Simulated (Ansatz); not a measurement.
LDA, PBE, PBEsol and r²SCAN on Y

```
Y
1.0
     0.00000    2.48500    2.48500
     2.48500    0.00000    2.48500
     2.48500    2.48500    0.00000
Y
1
Direct
  0.00000 0.00000 0.00000
```

The conventional cell has a = 4.970 Å, b = 4.970 Å, c = 4.970 Å, α = 90.00°, β = 90.00°, γ = 90.00°. Y (atom 1) is surrounded by 12 Y at 3.51 Å.

The cell is COD entry 1534898, as deposited and not checked against the literature; nothing was relaxed.

One fixed cell is solved with several functionals by PAW with the default files in Ansatz 0.2.0, scalar-relativistically. A positive pressure means that the functional wants a larger cell.

The PAW files were made with PBE; their cores are remade for each functional.

Sampling and basis: a Γ-centred 14×14×14 k mesh, Fermi–Dirac smearing of 0.03 eV, cutoff 420 eV, no spin polarisation.

Cutoffs: PBE 420 eV, LDA 420 eV, PBEsol 420 eV, r²SCAN 500 eV.

```json
{"setting": "PBE", "P (GPa)": "2.38", "lowest level at Γ above −25 eV, from the valence-band top or, without a gap, the Fermi level (eV)": "-22.18"}
{"setting": "LDA", "P (GPa)": "-1.77", "lowest level at Γ above −25 eV, from the valence-band top or, without a gap, the Fermi level (eV)": "-22.11"}
{"setting": "PBEsol", "P (GPa)": "?", "lowest level at Γ above −25 eV, from the valence-band top or, without a gap, the Fermi level (eV)": "-22.11"}
{"setting": "r²SCAN", "P (GPa)": "3.35", "lowest level at Γ above −25 eV, from the valence-band top or, without a gap, the Fermi level (eV)": "?"}
```

Question: Give the missing entry: row "PBEsol", column "P (GPa)".

Answer: 0.17.

Question: Give the missing entry: row "r²SCAN", column "lowest level at Γ above −25 eV, from the valence-band top or, without a gap, the Fermi level (eV)".

Answer: -23.04.
